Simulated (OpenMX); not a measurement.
## BN under changes of volume

One of the cells (8.967 Å³/atom); the others are scaled copies at fixed shape and fractional positions:

```
N B
1.0
     2.49824    0.00000    0.00000
    -1.24912    2.16354    0.00000
     0.00000    0.00000    6.63570
N B
2 2
Direct
  0.66667 0.33333 0.25000
  0.33333 0.66667 0.75000
  0.66667 0.33333 0.75000
  0.33333 0.66667 0.25000
```

* Program: OpenMX 3.8.5
* Functional: LDA
* Potentials or basis: OpenMX 2013 LDA set, N6.0-s2p2d1, B7.0-s2p2d1, fixed grid of 27 × 27 × 80 points
* k mesh: 13 × 13 × 5
* Occupations: fermi-dirac, width 0.05 eV
* Spin: no spin polarisation

```tsv
volume (Å³/atom)	energy over the lowest point (meV/atom)	gap on the mesh (eV)
8.429	25.44	4.23
8.608	10.57	4.20
8.787	2.26	4.18
8.967	0.00	4.16
9.146	3.22	4.13
9.325	11.47	4.11
9.505	?	?
```

**Question.** What does the run at 9.505 Å³/atom give?

**Answer.** Energy over the lowest point 24.33 meV/atom; gap on the mesh 4.09 eV.

Worked out: A Birch-Murnaghan fit of order 3 (a polynomial in V^(-2/3)) to the other rows has its minimum at 8.95 Å³/atom with B0 = V·E''(V) = 248 GPa and B' = 3.5 at fixed shape and positions, which overstates the stiffness. It gives 24.38 meV/atom at 9.505 Å³/atom, against the run's 24.33. A straight line through the other rows of the gap, of slope -1.17 eV per unit of ln V, extrapolates to 4.09 eV, against the run's 4.09.

Energies are extrapolated to zero smearing.

Caveats: an odd mesh through Γ misses points on the zone boundary, where band edges often lie; the basis of atomic orbitals isn't converged, which shifts pressures, moduli and gaps.
